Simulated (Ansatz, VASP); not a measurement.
# Two plane-wave programs on TiC

```
Ti C
1.0
     0.00000    2.16572    2.16572
     2.16572    0.00000    2.16572
     2.16572    2.16572    0.00000
Ti C
1 1
Direct
  0.00000 0.00000 0.00000
  0.50000 0.50000 0.50000
```

The cell is a database's computed one.

Alike in both runs: task single point; functional LDA; k mesh 8 × 8 × 8; occupations gaussian, width 0.1 eV; no spin polarisation.

|  | VASP | Ansatz |
| --- | --- | --- |
| version | VASP 6.6.1 | Ansatz 0.2.0 |
| potentials or method | VASP PAW LDA potentials, release 64 (Ti_sv, C) | scalar-relativistic, plane waves, PAW |
| plane-wave cutoff (eV) | 520 | 420 |
| valence electrons in the cell | 16 | 16 |

Ansatz gave:

* gap on the k mesh at the Fermi level (eV): none
* pressure (GPa): -12.6

Task: What did VASP give for the same quantities?

Result: gap on the k mesh at the Fermi level (eV): none; pressure (GPa): -12.0.

A gap of «none» marks a metal or a gap that the smearing closes. Ansatz warned: «pseudo_functional_mismatch».
